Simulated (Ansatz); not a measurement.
FeO:

```xyz
2
Lattice="1.5177 0.8762 2.5158 -1.5177 0.8762 2.5158 0.0000 -1.7525 2.5158" Properties=species:S:1:pos:R:3 pbc="T T T"
Fe    0.0000    0.0000    0.0000
O     0.0000    0.0000    3.7737
```

Program: Ansatz 0.2.0. Alike in all runs: task single point; potentials or basis Ansatz PAW; cell as given; k mesh 8 × 8 × 8; smearing gaussian 0.05 eV.

Problem. Order these runs on this cell by their band gap on the k mesh, lowest first.
A. level r2SCAN+U; spin collinear, ferromagnetic start; U Fe d U = 2 eV; cutoff (eV) 500; hubbard projectors ortho-atomic (the default); double counting fll (the default)
B. level PBE+U; spin collinear, random start; U Fe d U = 5 eV; cutoff (eV) 420; hubbard projectors ortho-atomic (the default); double counting fll (the default)
C. level PBE; spin collinear, ferromagnetic start; cutoff (eV) 420

Solution. C (metal), A (0.66 eV), B (1.08 eV).

Caveats: a cell with one magnetic atom can't hold antiferromagnetic order, which such compounds often take; the magnetic or orbital state may not be the lowest (some runs); semilocal functionals often make such compounds metallic where correlation or magnetic order opens a gap, which also shifts bond lengths (some runs).

A k mesh can miss the band edges.
